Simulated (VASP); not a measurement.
# H21ClO10 in VASP: notebook, part 2 of 2

VASP 6.6.1. Earlier steps stand in the parts before.

## (3) Single point, r2SCAN+D3(BJ)

POSCAR reads:

```
H21ClO10
1.0
    7.0540040000      0.0000000000      0.0000000000
    0.0000000000      7.0540040000      0.0000000000
    0.0000000000      0.0000000000      7.0540040000
O H Cl
10 21 1
Direct
    0.8641049821      0.6660897839      0.1591011289
    0.4019844616      0.6486812313      0.5250918485
    0.8930389039      0.4581086146      0.6534586598
    0.5504675075      0.4458602519      0.2507370282
    0.7161181082      0.8059252589      0.7483976476
    0.3646297904      1.0295996430      0.4941874147
    0.7159479921      0.0794867709      0.0197618260
    0.0754465124      0.2030478009     -0.1230790343
    0.1391408341      0.7104333936      0.8653808532
    0.5268355391      0.2577117904      0.7527497858
    0.8808047174      0.7498719876      0.2679329357
    0.9763532881      0.6851002636      0.0829032703
    0.3857667220      0.5701868045      0.6388853763
    0.4511480288      0.5729228393      0.4226110447
    0.9186980898      0.3891690450      0.5332574237
    0.9601780776      0.3751911680      0.7500704564
    0.6497302808      0.5153243463      0.1899346811
    0.5972636250      0.3172524427      0.2637509137
    0.7579808574      0.6783381467      0.7275017139
    0.6089874630      0.8362201099      0.6737308343
    0.2368583857      1.0228233497      0.4442725011
    0.4109297358      0.8968665172      0.4783099074
    0.7277427118     -0.0425999191     -0.0584207211
    0.6466823665      0.1824495705     -0.0467819412
    0.1766372687      0.2036006784     -0.0306350833
   -0.0272611130      0.1290189232     -0.0772043792
    0.2101785029      0.8194069638      0.8233763406
    0.0592713018      0.6688116423      0.7631552236
    0.4654094327      0.1747518147      0.6522536704
    0.6399627786      0.3179329073      0.6966681618
    0.7757012897      0.0999574143      0.1568470900
    0.9001412531      0.1119647792      0.3914372603
```

INCAR.step1 reads:

```
PREC = Accurate
ENCUT = 520
ISMEAR = -1
SIGMA = 0.02
LREAL = Auto
LASPH = True
NELM = 100
NBANDS = 66
GGA = PE
ALGO = Normal
EDIFF = 1E-4
LWAVE = True
LCHARG = False
```

INCAR.step2 reads:

```
PREC = Accurate
ENCUT = 520
EDIFF = 1E-6
ISMEAR = -1
SIGMA = 0.02
LREAL = Auto
LASPH = True
NELM = 100
ALGO = Normal
ISIF = 2
LWAVE = False
LCHARG = False
METAGGA = R2SCAN
LMIXTAU = True
IVDW = 12
VDW_S6 = 1.0
VDW_S8 = 0.78981345
VDW_A1 = 0.49484001
VDW_A2 = 5.73083694
NBANDS = 66
ISTART = 1
```

KPOINTS reads:

```
Automatic mesh
0
Gamma
  1 1 1
```

Potentials or basis: VASP PAW PBE potentials, release 64 (O, H, Cl).

Started as:

```sh
cat potpaw_PBE.64/O/POTCAR potpaw_PBE.64/H/POTCAR potpaw_PBE.64/Cl/POTCAR > POTCAR
cp INCAR.step1 INCAR
mpirun -np 1 vasp_gam > vasp.out
cp INCAR.step2 INCAR
mpirun -np 1 vasp_gam > vasp.out
```

Wall time 2.1 min (1 thread of Intel Xeon Platinum 8488C (Sapphire Rapids), shared host); peak memory 0.41 GiB.

The run converged. Its results:

* Free energy: -168.6972 eV
* Pressure: -1.4 GPa
* Largest force: 2.294 eV/Å
* Band gap on the k mesh: 4.99 eV, direct
* Dispersion energy per atom: -0.018 eV

Forces on the atoms (eV/Å):
```
O   -0.273  0.409  0.630
O   -0.449  0.616  1.301
O    0.499 -0.864  0.535
O   -0.639 -0.870 -0.065
O    0.758  1.385  1.664
O    0.474 -0.941 -0.329
O    0.380 -0.499  0.310
O    0.764  0.499 -0.521
O    0.318  0.055  0.765
O    0.341 -0.083 -0.400
H   -0.071 -0.230 -0.237
H    0.352 -0.047 -0.458
H    0.115  0.272 -0.766
H    0.357 -0.900 -0.435
H   -0.264  0.393  0.573
H   -0.290  0.655 -0.806
H    0.927  0.582 -0.316
H   -0.109  0.287  0.408
H   -0.024 -0.675 -0.385
H   -0.669 -0.340 -0.748
H   -0.181  0.358  0.217
H   -0.508  0.676  0.315
H   -0.221  0.160  0.119
H   -0.533 -0.205 -0.701
H   -0.278  0.138 -0.005
H   -0.285 -0.488  0.492
H   -0.219  0.002 -0.227
H   -0.090 -0.069 -0.574
H    0.432  0.541  0.648
H   -0.506 -0.209 -0.093
H    0.170 -0.460 -0.046
Cl  -0.278 -0.145 -0.866
```

Stress tensor (GPa, compression positive):
```
-0.47  0.05 -0.85
 0.05 -1.69 -0.64
-0.85 -0.64 -2.12
```

Levels at points of the mesh, in eV from the valence-band top:
```csv
k point,band 41,band 42,band 43,band 44,band 45,band 46,band 47,band 48
"(0.00, 0.00, 0.00)",-0.54,-0.49,-0.14,0.00,4.99,7.79,8.05,8.19
```

Caveat: the PAW data sets were made with another functional, which shifts forces and pressure a little. r2SCAN opens gaps a little over a GGA but as a rule still falls short of measured ones.

## (4) Single point, r2SCAN+D3(BJ)

POSCAR reads:

```
H21ClO10
1.0
    7.0540040000      0.0000000000      0.0000000000
    0.0000000000      7.0540040000      0.0000000000
    0.0000000000      0.0000000000      7.0540040000
O H Cl
10 21 1
Direct
    0.8612697129      0.6655085537      0.1652394867
    0.4080802903      0.6503682164      0.5213209406
    0.8888568819      0.4597955998      0.6519134381
    0.5504249785      0.4403598297      0.2484121075
    0.7132403100      0.8102773971      0.7476746540
    0.3627443364      1.0283095955      0.4926988984
    0.7169970417      0.0791323623      0.0175361398
    0.0773036137      0.2095405673     -0.1189253649
    0.1364473284      0.7044367993      0.8643034509
    0.5246523818      0.2510205551      0.7533877214
    0.8660613178      0.7607594212      0.2610715843
    0.9713490381      0.6826335795      0.0939466436
    0.3893675138      0.5549755855      0.6242837401
    0.4627442797      0.5702435099      0.4167136849
    0.9239433377      0.3857241930      0.5343348260
    0.9587604430      0.3933794197      0.7539973042
    0.6536996577      0.5197473662      0.2007512329
    0.6108162116      0.3307766766      0.3015450516
    0.7523244954      0.6810883578      0.7151824694
    0.6160756359      0.8184146196      0.6578249743
    0.2266939457      1.0189248546      0.4761551028
    0.4068469482      0.8971216915      0.4818114648
    0.7374393323     -0.0470512917     -0.0435922633
    0.6303086871      0.1578536105     -0.0729940045
    0.1689395129      0.1982420197     -0.0165721482
   -0.0158066256      0.1126877728     -0.0889282172
    0.2115394321      0.8073854225      0.8146862406
    0.0685426320      0.6721572599      0.7513746803
    0.4671531232      0.1673092332      0.6533594254
    0.6257155511      0.3212501722      0.6867730724
    0.7723698484      0.1060390666      0.1552168102
    0.9021684706      0.1145165214      0.3947545252
```

INCAR.step1: that of step 3 with these lines changed.

```diff
@@ -6,3 +6,3 @@
 LASPH = True
-NELM = 100
+NELM = 80
 NBANDS = 66
```

INCAR.step2: that of step 3 with these lines changed.

```diff
@@ -7,3 +7,3 @@
 LASPH = True
-NELM = 100
+NELM = 80
 ALGO = Normal
```

KPOINTS reads:

```
regular mesh
0
Gamma
  1 1 1
```

Started as:

```sh
cat potpaw_PBE.64/O/POTCAR potpaw_PBE.64/H/POTCAR potpaw_PBE.64/Cl/POTCAR > POTCAR
cp INCAR.step1 INCAR
mpirun -np 1 vasp_gam > vasp.out
cp INCAR.step2 INCAR
mpirun -np 1 vasp_gam > vasp.out
```

Run time: 2.2 min. Hardware: 1 thread of Intel Xeon Platinum 8488C (Sapphire Rapids), shared host; peak memory 0.42 GiB.

The run converged. Its results:

| Property | Result |
| --- | --- |
| Free energy | -168.7514 eV |
| Pressure | -1.2 GPa |
| Largest force | 2.333 eV/Å |
| Band gap on the k mesh | 5.02 eV, direct |
| Dispersion energy per atom | -0.018 eV |

Forces in eV/Å, atoms in the order of the input:
```
O   -1.832 -0.408  0.823
O    0.209 -1.405  0.732
O    0.375 -0.548 -0.575
O   -0.191  0.356 -0.252
O    1.204 -0.616  0.968
O    0.186 -0.177 -0.011
O   -0.005 -0.347 -0.032
O    0.222 -0.482  0.394
O    0.406  0.506  0.136
O    0.595  0.047 -0.370
H    0.038  0.521  0.664
H    1.805  0.053 -1.477
H    0.035  1.119 -0.760
H   -0.269  0.247  0.095
H   -0.446  0.616  1.135
H   -0.157 -0.004 -0.357
H    0.226 -0.087 -0.079
H    0.274 -0.392  0.272
H    0.646  0.014  0.566
H   -1.655  0.676 -1.077
H   -0.069  0.305  0.001
H   -0.307  0.079  0.109
H   -0.249 -0.043  0.109
H    0.046  0.252  0.029
H   -0.124  0.385 -0.265
H    0.135  0.312 -0.210
H    0.335  0.235  0.385
H   -0.725 -0.657 -0.461
H   -0.053  0.068  0.431
H   -0.128 -0.262  0.446
H   -0.176 -0.206 -0.520
Cl  -0.353 -0.158 -0.848
```

Stress tensor (GPa, compression positive):
```
 0.23 -0.02 -0.51
-0.02 -1.33  0.06
-0.51  0.06 -2.54
```

Levels at points of the mesh, in eV from the valence-band top:
```
           k point  band 40  band 41  band 42  band 43  band 44  band 45  band 46  band 47  band 48  band 49
(0.00, 0.00, 0.00)    -0.79    -0.64    -0.54    -0.21     0.00     5.02     7.78     8.14     8.34     8.50
```

Caveat: the PAW data sets were made with another functional, which shifts forces and pressure a little. r2SCAN opens gaps a little over a GGA but as a rule still falls short of measured ones.
